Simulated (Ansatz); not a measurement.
Slab: SnSe, a slab with vacuum.

```xyz
4
Lattice="4.2853 0.0000 0.0000 0.0000 4.2853 0.0000 0.0000 0.0000 10.9907" Properties=species:S:1:pos:R:3 pbc="T T T"
Sn    0.0000    2.1427    6.8996
Sn    2.1427    0.0000    4.0911
Se    0.0000    2.1427    4.2200
Se    2.1427    0.0000    6.7707
```

A run of Ansatz 0.2.0 on this cell left the log below. Logs are shortened: lines on timing, memory, paths and dates and some standing lists are left out, and cuts for length are marked.

```text
Warning: output.stress: scf.convergence.dr2_threshold = 1e-7 eV (the SCF's general default) is looser than the 4e-10 eV advised for a printed stress (1e-10 eV for each atom of the cell: 4). What an SCF threshold leaves in a stress goes as its square root, and in the free energy as the threshold itself, and one threshold admits the most on a small cell: of the crystals measured, under no hybrid functional and no lock of the moments, on runs that ended without the residual-converged pass, on stresses that held no estimate of that error, the worst erred by over 100 MPa in a component at 1e-7 eV an atom and by under 5 at 1e-10. Set scf.convergence.dr2_threshold to 4e-10 eV or tighter. The threshold is an SCF's pass mark: one that does not reach it within its budget of iterations ends unconverged, or closes short of it on a stop that the run arms, and scf.convergence.dr2_threshold's page says what that costs each kind of run
Warning: output.stress: scf.exx.energy_threshold = 1e-6 eV is looser than the 4e-8 eV advised for a stress under a hybrid functional (1e-8 eV for each atom of the cell: 4). Every SCF of the exchange loop can meet its threshold on dr2 while the loop round them stops early: no threshold on dr2 bounds what that leaves in the stress. Set scf.exx.energy_threshold to 4e-8 eV or tighter. The threshold is the loop's pass mark: a loop that does not reach it within its budget of cycles ends unconverged, and scf.exx.energy_threshold's page has the law
Warning: RAYON_NUM_THREADS=2 ignored (pool sized by the plan → 2); use --threads N
Engine: ansatz 0.2.0, aarch64-unknown-linux-gnu
Pseudopotentials: kind: paw
Pseudopotential: Sn, paw, valence charge 14, recommended cutoff 500 eV (meta_gga), Sn.paw.azcp
Pseudopotential: Se, paw, valence charge 16, recommended cutoff 500 eV (meta_gga), Se.paw.azcp
Functional definition: unnamed
  parameter a_1 = 0.25
  exchange = (1 - a_1)*r2scan_x + a_1*exact_x
  correlation = r2scan_c
Crystal: 4 atoms, lattice volume = 201.833 Å³
Basis set: ecut = 500 eV, 5113 PW (Γ), exchange–correlation on 128×128×324 points (64 copies of the dense FFT grid, shifted against one another)
Bands: 36, of which v1, the nominal top of the filled ones, is band 30 counted from 1 (29 counted from 0)
Symmetry: 16 space group operations
[... 70 lines left out ...]
  E_exx        = -233.625396  (= α·E_x^exact, valence–valence)
  E_paw        = -12143.996337  (= ΣΔE_a)
  E_vpaw       = -88.157307  (= ΣTr[D̂ρ^β])
  E_aug_tail   = -0.000419  (compensation charges beyond the density's cutoff)
  E_vtau       = 15.754983  (kinetic-family band-sum trace: ∫τ·v_τ [+ j·A + Jᵃ·Aᵃ] dr)
  E_ewald      = -1050.617625
  E_core_change = -2.957573  (= ΣΔE_core)
  E_smearing   = -0.000000  (= −TS)
  E_closure    = 0.000000  (closes the sum)
  Σ components = -23033.236299   (vs F -23033.236299, Δ=0.00e0)
--- Forces (eV/Å), atoms counted from 1 ---
  atom   1  Sn     0.00000000     0.00000000    -0.15863835
  atom   2  Sn     0.00000000     0.00000000     0.15863835
  atom   3  Se     0.00000000     0.00000000     0.26259224
  atom   4  Se     0.00000000     0.00000000    -0.26259224
  max |Σ_I F_I| component: 8.27e-25 eV/Å
--- Stress (GPa, compression-positive) ---
       -0.277784       0.000000       0.000000
        0.000000      -0.277784       0.000000
        0.000000       0.000000      -0.886930
  P = ⅓ Tr σ = -0.4808 GPa (-4.808 kbar)
--- Band table (eV; the first three rows and the last of 12) ---
  k-point 0: bands = ["-49.8655", "-49.8654", "-49.8645", "-49.8644", "-49.8600", "-49.8600", "-49.8599", "-49.8599", "-49.8597", "-49.8597", "-22.1104", "-22.1102", "-22.1048", "-22.1033", "-22.0796", "-22.0469", "-22.0398", "-22.0398", "-22.0260", "-22.0260", "-13.4047", "-12.0353", "-5.1933", "-3.6487", "-2.1541", "-1.8252", "-1.8252", "-0.3282", "-0.3282", "1.3246", "4.7925", "6.8329", "7.0474", "7.9136", "7.9136", "8.8888"]
  k-point 1: bands = ["-49.8655", "-49.8654", "-49.8645", "-49.8644", "-49.8600", "-49.8600", "-49.8599", "-49.8599", "-49.8597", "-49.8597", "-22.1104", "-22.1102", "-22.1048", "-22.1033", "-22.0796", "-22.0469", "-22.0398", "-22.0398", "-22.0260", "-22.0260", "-13.4047", "-12.0353", "-5.1938", "-3.6487", "-2.1497", "-1.8252", "-1.8252", "-0.3282", "-0.3282", "1.3250", "4.6090", "7.0480", "7.9123", "7.9123", "8.0480", "8.1078"]
  k-point 2: bands = ["-49.8654", "-49.8654", "-49.8645", "-49.8644", "-49.8600", "-49.8600", "-49.8599", "-49.8599", "-49.8597", "-49.8597", "-22.1142", "-22.1095", "-22.1054", "-22.1014", "-22.0713", "-22.0483", "-22.0394", "-22.0371", "-22.0295", "-22.0275", "-13.0897", "-12.0376", "-6.0514", "-4.9095", "-1.9642", "-1.2861", "-0.9629", "0.0161", "1.0125", "1.1819", "5.1710", "5.3851", "5.9667", "7.0344", "7.3163", "7.3167"]
  k-point 11: bands = ["-49.8654", "-49.8654", "-49.8644", "-49.8644", "-49.8599", "-49.8599", "-49.8599", "-49.8599", "-49.8597", "-49.8597", "-22.1345", "-22.1345", "-22.0887", "-22.0887", "-22.0475", "-22.0475", "-22.0455", "-22.0455", "-22.0266", "-22.0266", "-12.0527", "-12.0527", "-4.9052", "-4.9052", "-3.7847", "-3.7847", "-1.9965", "-1.9965", "-0.2881", "-0.2881", "7.0118", "7.0118", "8.0905", "8.0905", "8.4262", "8.4262"]
```

What input gives this log?

Single point with r2SCAN0, no spin polarisation. The files as run (others can give the same):

input.yaml
```yaml
crystal:
  lattice:
    - [4.2853274191, 0.0, 0.0]
    - [0.0, 4.2853274191, 0.0]
    - [0.0, 0.0, 10.99069213]
  atoms:
    - { symbol: Sn, position: [0.0, 0.5, 0.62777089] }
    - { symbol: Sn, position: [0.5, 0.0, 0.37222911] }
    - { symbol: Se, position: [0.0, 0.5, 0.38396051] }
    - { symbol: Se, position: [0.5, 0.0, 0.61603949] }
hamiltonian:
  xc: { exchange: r2scan, correlation: r2scan, exx: { coeff: 0.25 } }
  pseudopotentials: { kind: paw }
kpoints:
  mp_grid: { grid: [4, 4, 2] }
scf:
  occupations: { method: fermi_dirac, width: 0.05 }
output:
  forces: true
  stress: true
  eigenvalues: true
```

Potentials or basis: Ansatz PAW.
Command:
```bash
$ ansatz run input.yaml --threads 2 --pin off --max-ram 5632MiB --backend cpu --events-out ev --progress --plain --runs-dir out
```

Caveat: spin-orbit coupling is left out, which moves the levels of the heavy elements; the PAW data sets come from PBE, with cores solved anew for the run's functional, which leaves a small shift of forces and pressure; the thresholds are loose for stress.
